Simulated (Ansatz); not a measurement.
# SiC: the cost of one run

Program: Ansatz 0.2.0. Level of theory: DFT PBEsol, scalar-relativistic, plane waves, PAW. These are calculated values, not measurements.

4 further runs of the same task are left out: 4 set aside as unsound or not needed. Runs told in other sessions of the task aren't counted.

**1. The structure to begin with**

The cell holds 32 atoms (C16Si15Ta): a = 7.546 Å, b = 7.546 Å, c = 7.546 Å, α = 109.47°, β = 109.47°, γ = 109.47°.

The coordinates of this cell stand in the input of its own run.

The host was relaxed before at PBEsol: a = 4.357 Å, b = 4.357 Å, c = 4.357 Å, α = 90.00°, β = 90.00°, γ = 90.00° (conventional cell), 10.337 Å³/atom.

Places, in fractions of the supercell: Ta in place of Si at (0.250, 0.750, 0.250). The start keeps the symmetry of the ideal site.

**2. Band edges of the host over the zone**

Contents of input.yaml:

```yaml
crystal:
  lattice:
    - [0.0, 2.1783973796, 2.1783973796]
    - [2.1783973796, 0.0, 2.1783973796]
    - [2.1783973796, 2.1783973796, 0.0]
  atoms:
    - { symbol: Si, position: [0.25, 0.25, 0.25] }
    - { symbol: C, position: [0.0, 0.0, 0.0] }
basis:
  ecutwfc: 420
  xc_grid: 2
kpoints:
  mp_grid: { grid: [10, 10, 10] }
  band_path: { path: [VBM, CBM], npoints: 2 }
hamiltonian:
  xc: pbesol
scf:
  occupations: { method: gaussian, width: 0.02 }
output:
  forces: true
  stress: true
  eigenvalues: true
```

Started as:

```console
> ansatz run input.yaml --threads 8 --pin off --max-ram 16384MiB --backend cpu --events-out ev --progress --plain --runs-dir out
```

What time and memory should one allow on 8 threads of Arm Neoverse N1, shared host?

About 1.5 s, with a peak of 0.29 GiB.
